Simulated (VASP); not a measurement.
# CaO (Fm-3m) in VASP: band structure with PBEsol

Aim: the band structure of CaO with PBEsol.

All numbers are computed with VASP 6.6.1; they aren't measurements. Logs are shortened: lines on timing, memory, paths and dates and some standing lists are left out, and cuts for length are marked.

### 1 The structure

Symmetry: Fm-3m, No. 225, cubic system. The conventional cell has a = 4.775 Å, b = 4.775 Å, c = 4.775 Å, α = 90.00°, β = 90.00°, γ = 90.00°. Ca (site symmetry m-3m) has 6 O at 2.39 Å as nearest neighbours. Around O (site symmetry m-3m) lie 6 Ca at 2.39 Å.

The cell was built by a generator and needn't be a form met in nature.

### 2 Band structure, PBEsol

INCAR reads:

```
ALGO = Normal
EDIFF = 1E-6
ENCUT = 520
GGA = PS
ICORELEVEL = 1
ISIF = 2
ISMEAR = 0
LASPH = T
LCHARG = F
LREAL = F
LWAVE = F
NBANDS = 15
NELM = 80
PREC = Accurate
SIGMA = 0.03
```

KPOINTS reads:

```
k-points
0
Gamma
  12 12 12
```

POSCAR reads:

```
CaO                                     
1.0
    0.0000000000      2.3873293772      2.3873293772
    2.3873293772      0.0000000000      2.3873293772
    2.3873293772      2.3873293772      0.0000000000
  Ca              O             
     1     1
Direct
     0.0000000000000000    0.0000000000000000    0.0000000000000000
     0.5000000000000000    0.5000000000000000    0.5000000000000000
```

KPOINTS_OPT reads:

```
explicit points
159
Reciprocal
 0.0000000000  0.0000000000  0.0000000000 1
 0.0357142857  0.0000000000  0.0357142857 1
 0.0714285714  0.0000000000  0.0714285714 1
 0.1071428571  0.0000000000  0.1071428571 1
 0.1428571429  0.0000000000  0.1428571429 1
 0.1785714286  0.0000000000  0.1785714286 1
[... 151 lines left out ...]
 0.4250000000  0.0000000000  0.4250000000 1
 0.4500000000  0.0000000000  0.4500000000 1
```

Potentials or basis: VASP PAW PBE potentials, release 64 (Ca_sv, O).

On the command line:

```
> cat potpaw_PBE.64/Ca_sv/POTCAR potpaw_PBE.64/O/POTCAR > POTCAR
> mpirun -np 1 vasp_std > vasp.out
```

OUTCAR:

```text
EDIFF = 1E-6
   ENCUT = 520
   GGA = PS
   ISIF = 2
   ISMEAR = 0
   LASPH = T
   LREAL = F
   NELM = 80
   PREC = Accurate

 ion  position               nearest neighbor table
   1  0.000  0.000  0.000-   2 2.39   2 2.39   2 2.39   2 2.39   2 2.39   2 2.39
   2  0.500  0.500  0.500-   1 2.39   1 2.39   1 2.39   1 2.39   1 2.39   1 2.39

  LATTYP: Found a face centered cubic cell.
 ALAT       =     4.7746587544

  Lattice vectors:

 A1 = (   0.0000000000,   2.3873293772,   2.3873293772)
 A2 = (   2.3873293772,   0.0000000000,   2.3873293772)
 A3 = (   2.3873293772,   2.3873293772,   0.0000000000)

Analysis of symmetry for initial positions (statically):
=====================================================================
 Subroutine PRICEL returns:
 Original cell was already a primitive cell.

 Routine SETGRP: Setting up the symmetry group for a
 face centered cubic supercell.

 Subroutine GETGRP returns: Found 48 space group operations
 (whereof 48 operations were pure point group operations)
 out of a pool of 48 trial point group operations.

The static configuration has the point symmetry O_h .

Analysis of symmetry for dynamics (positions and initial velocities):
=====================================================================
 Subroutine PRICEL returns:
 Original cell was already a primitive cell.

 Routine SETGRP: Setting up the symmetry group for a
 face centered cubic supercell.

 Subroutine GETGRP returns: Found 48 space group operations
 (whereof 48 operations were pure point group operations)
 out of a pool of 48 trial point group operations.

The dynamic configuration has the point symmetry O_h .

 Subroutine INISYM returns: Found 48 space group operations
 (whereof 48 operations are pure point group operations),
 and found     1 'primitive' translations

----------------------------------------------------------------------------------------

                                     Primitive cell

  volume of cell :      27.2124

  direct lattice vectors                    reciprocal lattice vectors
     0.000000000  2.387329377  2.387329377    -0.209439051  0.209439051  0.209439051
     2.387329377  0.000000000  2.387329377     0.209439051 -0.209439051  0.209439051
     2.387329377  2.387329377  0.000000000     0.209439051  0.209439051 -0.209439051

  length of vectors
     3.376193583  3.376193583  3.376193583     0.362759078  0.362759078  0.362759078

  position of ions in fractional coordinates (direct lattice)
[... 92 lines left out ...]
   EMIN   =  10.00;   EMAX   =-10.00  energy-range for DOS
   EFERMI =   0.00;   METHOD = LEGACY
   ISMEAR =     0;   SIGMA  =   0.03  broadening in eV -4-tet -1-fermi 0-gaus
   EFERMI_NEDOS =   21; number of points for ismear=-14 and -15
   IALGO  =     38    algorithm
   IMIX   =      4    mixing-type and parameters
     AMIX     =   0.40;   BMIX     =  1.00
     AMIX_MAG =   1.60;   BMIX_MAG =  1.00
  volume/ion in A,a.u.               =      13.61        91.82
  Fermi-wavevector in a.u.,A,eV,Ry     =   1.371489  2.591739 25.592333  1.880983
  Thomas-Fermi vector in A             =   2.497182
   LORBIT       =      0    0 simple, 1 ext, 2 COOP (PROOUT), +10 PAW based schemes
   GGA     = PS    functional components
   LHFCALC =     F    Hartree Fock is set to
   AEXX    =    0.0000 exact exchange contribution
   IVDW    =     0    specifies the selected vdW correction
   LEPSILON=     F    determine dielectric tensor
   LRPA    =     F    only Hartree local field effects (RPA)
 non-spin polarized calculation
 Gauss-broadening in eV      SIGMA  =   0.03
  energy-cutoff  :      520.00
  volume of cell :       27.21
 maximum number of plane-waves:       754
 NGX is ok and might be reduce to    28
   NGX = 13   NGY = 13   NGZ = 13

 number of electron      15.9999997 magnetization

 Free energy of the ion-electron system (eV)
  ---------------------------------------------------
  ext. energy  EPLUGINS =         0.00000000
  ---------------------------------------------------
  free energy    TOTEN  =       -13.41126994 eV

  energy without entropy =      -13.41126994  energy(sigma->0) =      -13.41126994

 the core state eigenenergies are
   1-  1s  -3936.9259  2s   -401.9431  2p   -322.3132
   2-  1s   -501.2226

 E-fermi :   2.4924     XC(G=0): -10.8351

 val. band max:        2.3088260597   @ k =   0.0000   0.0000   0.0000
 cond. band min:       5.8327693008   @ k =   0.5000   0.5000   0.0000
 fundamental gap:      3.5239432412
 Fermi energy:         2.4924446402

 k-point     1 :       0.0000    0.0000    0.0000
  band No.  band energies     occupation
      1     -34.9984      2.00000
      2     -15.8241      2.00000
      3     -15.8241      2.00000
      4     -15.8241      2.00000
      5     -13.1742      2.00000
      6       2.3088      2.00000
      7       2.3088      2.00000
      8       2.3088      2.00000
      9       7.0332      0.00000
     10       8.5475      0.00000
     11       8.5475      0.00000
     12       8.5475      0.00000
     13      10.1196      0.00000
     14      10.1196      0.00000
[... 259 lines left out ...]
      4     -15.8454      2.00000
      5     -12.3042      2.00000
      6       0.4554      2.00000
      7       1.3962      2.00000
      8       1.6373      2.00000
      9       8.5052      0.00000
     10       9.4872      0.00000
     11       9.5924      0.00000
     12      10.1858      0.00000
     13      11.5733      0.00000
     14      11.9877      0.00000
     15      18.2651      0.00000

 k-point    17 :      -0.1667    0.0833    0.0000

------------------------ aborting loop because EDIFF is reached ----------------------------------------

  FORCE on cell =-STRESS in cart. coord.  units (eV):
  Direction    XX          YY          ZZ          XY          YZ          ZX
  --------------------------------------------------------------------------------------
  -------------------------------------------------------------------------------------
  Total        0.0100514      0.0100514      0.0100514     -0.0000000     -0.0000000     -0.0000000
  in kB        0.5917955      0.5917955      0.5917955     -0.0000000     -0.0000000     -0.0000000
  external PRESSURE =       0.5917955 kB  Pullay stress =       0.0000000 kB

 VOLUME and BASIS-vectors are now :
 -----------------------------------------------------------------------------
  energy-cutoff  :      520.00
  volume of cell :       27.21
      direct lattice vectors                 reciprocal lattice vectors
     0.000000000  2.387329377  2.387329377    -0.209439051  0.209439051  0.209439051
     2.387329377  0.000000000  2.387329377     0.209439051 -0.209439051  0.209439051
     2.387329377  2.387329377  0.000000000     0.209439051  0.209439051 -0.209439051

 POSITION                                       TOTAL-FORCE (eV/Angst)
 -----------------------------------------------------------------------------------
      0.00000      0.00000      0.00000        -0.000000     -0.000000     -0.000000
      2.38733      2.38733      2.38733         0.000000      0.000000      0.000000
 -----------------------------------------------------------------------------------
    total drift:                                0.000000      0.000000      0.000000

  FREE ENERGIE OF THE ION-ELECTRON SYSTEM (eV)
  ---------------------------------------------------
  free  energy   TOTEN  =       -13.4112699390 eV

  energy  without entropy=      -13.4112699390  energy(sigma->0) =      -13.41126994
```

OSZICAR:

```text
N       E                     dE             d eps       ncg     rms          rms(c)
DAV:   1     0.122680034424E+03    0.12268E+03   -0.84465E+03  2168   0.110E+03
DAV:   2    -0.980523614578E+01   -0.13249E+03   -0.12286E+03  2699   0.289E+02
DAV:   3    -0.147941820670E+02   -0.49889E+01   -0.49477E+01  2587   0.583E+01
[... 29 lines left out ...]
DAV:   9    -0.134111018295E+05   -0.16799E-06     1325
       N       E                     dE             ncg
DAV:   1     0.374723325142E+05   -0.10252E+05      450
DAV:   2     0.356292757726E+05   -0.18431E+04      555
DAV:   3     0.355675654703E+05   -0.61710E+02      576
DAV:   4     0.355660589018E+05   -0.15066E+01      553
DAV:   5     0.355660420453E+05   -0.16857E-01      549
DAV:   6     0.355660417893E+05   -0.25597E-03      528
DAV:   7     0.355660417830E+05   -0.63134E-05      545
DAV:   8     0.355660417828E+05   -0.15125E-06      365
```

stdout:

```text
POSCAR found type information on POSCAR CaO
 POSCAR found :  2 types and       2 ions
 scaLAPACK will be used
 -----------------------------------------------------------------------------
|                                                                             |
|                                                                             |
|     You enforced a specific xc type in the INCAR file but a different       |
|     I HOPE YOU KNOW WHAT YOU ARE DOING!                                     |
|                                                                             |
 -----------------------------------------------------------------------------

 LDA part: xc-table for (Slater+PW92), standard interpolation
 POSCAR, INCAR and KPOINTS ok, starting setup
 FFT: planning ... GRIDC
 FFT: planning ... GRID_SOFT
 FFT: planning ... GRID
 WAVECAR not read
 entering main loop
 Start KPOINTS_OPT (optional k-point list driver)
k-point batch [1-72\159]
k-point batch [73-144\159]
k-point batch [145-159\159]
```

It took 39 s on 1 thread of Intel Xeon Platinum 8488C (Sapphire Rapids), shared host; peak memory 0.19 GiB.

Results:

* Free energy: -13.4113 eV
* Pressure: 0.1 GPa
* Band gap on the k mesh: 3.52 eV, indirect (least direct gap 3.90 eV)
* Band gap along the path: 3.52 eV, indirect (least direct gap 3.90 eV)

Levels at the corners of the path, in eV from the valence-band top:
| point | band 4 | band 5 | band 6 | band 7 | band 8 | band 9 | band 10 | band 11 | band 12 | band 13 |
| --- | --- | --- | --- | --- | --- | --- | --- | --- | --- | --- |
| Γ | -18.13 | -15.48 | 0.00 | 0.00 | 0.00 | 4.73 | 6.24 | 6.24 | 6.24 | 7.81 |
| X | -18.38 | -15.24 | -1.31 | -0.37 | -0.37 | 3.52 | 8.19 | 9.04 | 9.73 | 9.73 |
| X | -18.38 | -15.24 | -1.31 | -0.37 | -0.37 | 3.52 | 8.19 | 9.04 | 9.73 | 9.73 |
| W | -18.59 | -14.79 | -1.34 | -1.08 | -1.08 | 6.32 | 6.32 | 8.54 | 9.74 | 10.17 |
| W | -18.59 | -14.79 | -1.34 | -1.08 | -1.08 | 6.32 | 6.32 | 8.54 | 9.74 | 10.17 |
| K | -18.31 | -14.82 | -1.38 | -1.23 | -0.81 | 5.09 | 8.07 | 8.73 | 9.21 | 9.92 |
| K | -18.31 | -14.82 | -1.38 | -1.23 | -0.81 | 5.09 | 8.07 | 8.73 | 9.21 | 9.92 |
| Γ | -18.13 | -15.48 | 0.00 | 0.00 | 0.00 | 4.73 | 6.24 | 6.24 | 6.24 | 7.81 |
| Γ | -18.13 | -15.48 | 0.00 | 0.00 | 0.00 | 4.73 | 6.24 | 6.24 | 6.24 | 7.81 |
| L | -18.19 | -14.16 | -2.74 | -1.26 | -1.26 | 7.11 | 8.48 | 8.48 | 8.48 | 10.64 |
| L | -18.19 | -14.16 | -2.74 | -1.26 | -1.26 | 7.11 | 8.48 | 8.48 | 8.48 | 10.64 |
| U | -18.31 | -14.82 | -1.38 | -1.23 | -0.81 | 5.09 | 8.07 | 8.73 | 9.21 | 9.92 |
| U | -18.31 | -14.82 | -1.38 | -1.23 | -0.81 | 5.09 | 8.07 | 8.73 | 9.21 | 9.92 |
| W | -18.59 | -14.79 | -1.34 | -1.08 | -1.08 | 6.32 | 6.32 | 8.54 | 9.74 | 10.17 |
| W | -18.59 | -14.79 | -1.34 | -1.08 | -1.08 | 6.32 | 6.32 | 8.54 | 9.74 | 10.17 |
| L | -18.19 | -14.16 | -2.74 | -1.26 | -1.26 | 7.11 | 8.48 | 8.48 | 8.48 | 10.64 |
| L | -18.19 | -14.16 | -2.74 | -1.26 | -1.26 | 7.11 | 8.48 | 8.48 | 8.48 | 10.64 |
| K | -18.31 | -14.82 | -1.38 | -1.23 | -0.81 | 5.09 | 8.07 | 8.73 | 9.21 | 9.92 |
| U | -18.31 | -14.82 | -1.38 | -1.23 | -0.81 | 5.09 | 8.07 | 8.73 | 9.21 | 9.92 |
| X | -18.38 | -15.24 | -1.31 | -0.37 | -0.37 | 3.52 | 8.19 | 9.04 | 9.73 | 9.73 |

Core levels (eV, on the scale of the bands):
```csv
atom,levels
1 Ca,"1s -3936.9, 2s -401.9, 2p -322.3"
2 O,1s -501.2
```

Caveat: the PAW data sets were made with another functional, which shifts forces and pressure a little.
